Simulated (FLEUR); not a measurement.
**ZrO2 under changes of volume**

One of the cells (10.990 Å³/atom); the others are scaled copies at fixed shape and fractional positions:

```
Zr O
1.0
     0.00000    2.54507    2.54507
     2.54507    0.00000    2.54507
     2.54507    2.54507    0.00000
Zr O
1 2
Cartesian
  0.0000 0.0000 0.0000
  3.8176 3.8176 3.8176
  1.2725 1.2725 1.2725
```

Measurements of this composition are mostly on another form, of space group No. 14.

```yaml
Program: FLEUR MaX-R8.1 (later development tree)
Functional: PBE
Potentials_or_basis: all-electron
Basis: FLAPW
Kmax: 4.9 1/bohr
k_mesh: 9 × 9 × 9
Occupations: fermi-dirac, width 0.05 eV
Spin: no spin polarisation
```

```csv
volume (Å³/atom),energy over the lowest point (meV/atom),gap on the mesh (eV)
10.331,50.99,3.58
10.551,26.32,3.52
10.770,10.12,3.46
10.990,?,?
11.210,0.00,3.35
11.430,4.42,3.29
11.650,14.72,3.24
```

Problem. What does the run at 10.990 Å³/atom give?

Solution. Energy over the lowest point 1.47 meV/atom; gap on the mesh 3.41 eV.

Worked out: A Birch-Murnaghan fit of order 3 (a polynomial in V^(-2/3)) to the other rows has its minimum at 11.16 Å³/atom with B0 = V·E''(V) = 236 GPa and B' = 4.2. It gives 1.59 meV/atom at 10.990 Å³/atom, against the run's 1.47. A straight line through the other rows of the gap, of slope -2.84 eV per unit of ln V, gives 3.40 eV, against the run's 3.41.

Energies are extrapolated to zero smearing.

Caveats: an odd mesh through Γ misses points on the zone boundary, where band edges often lie. Spin-orbit coupling on Zr is left out.
